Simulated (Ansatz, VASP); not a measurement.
Two plane-wave programs on Ir

The input INCAR:

```
SYSTEM = Ir
ALGO = Normal
EDIFF = 1E-6
ENCUT = 520
GGA = PE
ISIF = 2
ISMEAR = -1
LASPH = .TRUE.
LCHARG = .TRUE.
LELF = .TRUE.
LREAL = .FALSE.
LVHAR = .TRUE.
LWAVE = .FALSE.
NBANDS = 10
NELM = 60
PREC = Accurate
SIGMA = 0.08
```

File KPOINTS:

```
k-points
0
G
  17 17 17
  0 0 0
```

POSCAR

```
Ir
1.0
    2.4821866729      0.0000000000      0.0000000000
    0.0000000000      2.4821866729      0.0000000000
    0.0000000000      0.0000000000      2.4821866729
Ir
1
Direct
    0.0000000000      0.0000000000      0.0000000000
```

Input for Ansatz:

```yaml
crystal:
  lattice:
    - [2.4821866729, 0.0, 0.0]
    - [0.0, 2.4821866729, 0.0]
    - [0.0, 0.0, 2.4821866729]
  atoms:
    - { symbol: Ir, position: [0.0, 0.0, 0.0] }
kpoints:
  mp_grid: { grid: [17, 17, 17] }
scf:
  occupations: { method: fermi_dirac, width: 0.08 }
hamiltonian:
  xc: pbe
  pseudopotentials: { kind: paw }
output:
  forces: true
  stress: true
  eigenvalues: true
  populations: true
```

Change from the starting cell: volume scaled by 0.9, PAW files.

Alike in both runs: task single point; functional PBE; k mesh 17 × 17 × 17; occupations fermi-dirac, width 0.08 eV; no spin polarisation.

|  | VASP | Ansatz |
| --- | --- | --- |
| version | VASP 6.6.1 | Ansatz 0.2.0 |
| potentials or method | VASP PAW PBE potentials, release 64 (Ir) | PAW with Ansatz's default frozen-core files, scalar-relativistic |
| plane-wave cutoff (eV) | 520 | 420 |
| valence electrons in the cell | 9 | 17 |

```tsv
	VASP	Ansatz	Ansatz less VASP
pressure (GPa)	33.8	33.6	-0.26
```

The functional is the same, so the differences come from potentials, cutoffs and numerics. The two sets of potentials don't hold the same shells in valence.

Caveats: so large a pressure means that the cell lies far from this level's equilibrium, or that cutoff or potentials fall short (VASP). The runs have no spin-orbit coupling, so splittings on Ir are missing.
